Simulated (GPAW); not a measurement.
**KBr: band structure with GLLB-SC**

Crystal: KBr.

```
Br K
1.0
     0.00000    3.30000    3.30000
     3.30000    0.00000    3.30000
     3.30000    3.30000    0.00000
Br K
1 1
Direct
  0.50000 0.50000 0.50000
  0.00000 0.00000 0.00000
```

```json
{
 "Program": "GPAW 26.7.0",
 "Task": "band structure",
 "Functional": "GLLB-SC",
 "Potentials or basis": "the program's PAW data sets (release 1.2.1) made for this functional",
 "Cutoff": "600 eV",
 "Basis": "pw",
 "k mesh": "6 × 6 × 6",
 "Occupations": "fermi-dirac, width 0.05 eV",
 "Spin": "no spin polarisation",
 "Maxiter": "150",
 "Band path": "GXWKGLUWLK,UX",
 "Band points": "60"
}
```

* Band gap on the k mesh with the derivative discontinuity: 8.49 eV
* Band gap of the Kohn-Sham levels: 5.68 eV
* Derivative discontinuity: 2.81 eV

Levels at the corners of the path, in eV from the valence-band top:
```csv
point,band 5,band 6,band 7,band 8,band 9,band 10,band 11,band 12
Γ,-9.71,0.00,0.00,0.00,5.68,8.81,8.81,8.81
X,-9.75,-0.69,-0.24,-0.24,6.97,8.47,10.50,10.67
W,-9.67,-0.49,-0.49,-0.45,8.46,8.46,9.49,10.35
K,-9.70,-0.58,-0.54,-0.28,7.66,9.37,9.51,10.56
Γ,-9.71,0.00,0.00,0.00,5.68,8.81,8.81,8.81
L,-9.60,-0.99,-0.28,-0.28,7.52,9.50,10.79,10.79
U,-9.70,-0.58,-0.54,-0.28,7.66,9.37,9.51,10.56
W,-9.67,-0.49,-0.49,-0.45,8.46,8.46,9.49,10.35
L,-9.60,-0.99,-0.28,-0.28,7.52,9.50,10.79,10.79
K,-9.70,-0.58,-0.54,-0.28,7.66,9.37,9.51,10.56
U,-9.70,-0.58,-0.54,-0.28,7.66,9.37,9.51,10.56
X,-9.75,-0.69,-0.24,-0.24,6.97,8.47,10.50,10.67
```

Run time: 49 s on 1 thread of Arm Neoverse V2, on a shared host, peak memory 0.28 GiB.

Caveat: the GLLB-SC gap is the Kohn-Sham gap of the path plus the derivative discontinuity; a model potential gives levels but no total energy.
